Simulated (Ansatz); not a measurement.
# ZnS (Wurtzite-2H): the cost of one run

Program: Ansatz 0.2.0 through its Python package. Level of theory: DFT PBE, plane waves, PAW. These are calculated values, not measurements.

### Step 1. The structure

It takes space group P6_3mc (No. 186, hexagonal). Conventional cell: a = 3.811 Å, b = 3.811 Å, c = 6.234 Å, α = 90.00°, β = 90.00°, γ = 120.00°. Around Zn (site symmetry 3m) lie 4 S at 2.31 to 2.40 Å. S (site symmetry 3m) is surrounded by 4 Zn at 2.31 to 2.40 Å.

No structure file is read: the coordinates are typed or built in the script.

### Step 2. Script

File zns.py:

```python
# -*- coding: utf-8 -*-
"""Cell relaxation of ZnS."""

import json
import warnings

import ansatz as az
from ase import Atoms
from ase.neighborlist import neighbor_list
import matplotlib.pyplot as plt
import numpy as np

def edges_and_angles(cell):
    cell = np.asarray(cell)
    a, b, c = np.linalg.norm(cell, axis=1)
    cosines = cell[1] @ cell[2] / (b * c), cell[0] @ cell[2] / (a * c), cell[0] @ cell[1] / (a * b)
    return (a, b, c, *np.degrees(np.arccos(cosines)))

warnings.simplefilter("ignore", az.DeckWarning)

crystal = (
    az.Lattice.of([3.811, 0.0, 0.0], [-1.9055, 3.30042, 0.0], [0.0, 0.0, 6.234])
    .atom("Zn", [1 / 3, 2 / 3, 0.0])
    .atom("Zn", [2 / 3, 1 / 3, 0.5])
    .atom("S", [1 / 3, 2 / 3, 0.385])
    .atom("S", [2 / 3, 1 / 3, 0.885])
)

# every cell quantity that the symmetry leaves free
job = crystal.calculation()
job = job.functional(az.Functional.PBE)
job = job.kpoints(6, 6, 4)
job = job.occupations("fixed")
job = job.pseudopotentials("paw")
job = job.basis(550)
job = job.relax(force_tolerance=0.05, cell=True)
res = job.run(threads=1, pin="off", events_out="stream.ndjson")
with open("stream.ndjson") as stream:
    events = [json.loads(line) for line in stream]
steps = [e["data"] for e in events if e["event"] == "relax_step"]
r = res.report
print("step   energy (eV)     max comp. (eV/A)   P (GPa)  SCF")
for s in steps:
    print(f"{s['step']:4d} {s['lagrangian_ev']:15.5f} {s['allowed_force_max_ev_ang']:12.4f} {s['pressure_gpa']:10.3f} {s['n_scf']:5d}")

first, last = steps[0], steps[-1]
symbols = [site.symbol for site in res.lattice.sites]
print(f"energy gained {first['lagrangian_ev'] - last['lagrangian_ev']:.4f} eV in {len(steps) - 1} steps")
for label, vectors in (("before", first["cell_ang"]), ("after", res.lattice.cell_ang)):
    print(label, "a b c (A) {:.4f} {:.4f} {:.4f}  angles {:.2f} {:.2f} {:.2f}".format(*edges_and_angles(vectors)), f" V = {abs(np.linalg.det(vectors)):.3f} A^3")
print("final stress xx yy zz (GPa, compression positive):", np.round(np.diag(r["stress_gpa"]), 3) + 0.0)

fig, (top, bottom) = plt.subplots(2, 1, sharex=True, figsize=(4.5, 4))
top.plot([s["lagrangian_ev"] - last["lagrangian_ev"] for s in steps], "o-")
top.set_ylabel("E - E(final) (eV)")
bottom.semilogy([max(s["allowed_force_max_ev_ang"], 1e-6) for s in steps], "s-")
bottom.set(xlabel="step", ylabel="largest force (eV/A)")
fig.tight_layout()
fig.savefig("relax.png", dpi=100)

final = Atoms(symbols, positions=last["positions_ang"], cell=res.lattice.cell_ang, pbc=True)
i, j, d = neighbor_list("ijd", final, 4.5)
print("neighbours within 1.2 times the shortest distance of each atom (A)")
for atom in range(len(final)):
    near = [m for m in np.argsort(d) if i[m] == atom]
    shell = [m for m in near if d[m] < 1.2 * d[near[0]]]
    print(f"{symbols[atom]}{atom} ({len(shell)}):", ", ".join(f"{symbols[j[m]]} {d[m]:.3f}" for m in shell))

change = np.array(last["positions_ang"]) @ np.linalg.inv(last["cell_ang"]) - np.array(first["positions_ang"]) @ np.linalg.inv(first["cell_ang"])
moved = np.linalg.norm(change @ np.array(last["cell_ang"]), axis=1)
print("displacement within the cell, strain taken out (A):", " ".join(f"{s}:{d:.3f}" for s, d in zip(symbols, moved)))

print(f"free energy      {r['free_energy_ev']:.5f} eV")
print(f"per atom         {r['free_energy_ev'] / len(res.lattice.sites):.5f} eV")
print(f"SCF iterations   {r['n_iterations']}  (converged: {r['converged']})")
```

### Step 3. Launch

Started as:

```sh
> python zns.py
```

What time and memory should one allow on 1 thread of Arm Neoverse V1, shared host?

About 26 s, with a peak of 0.48 GiB.
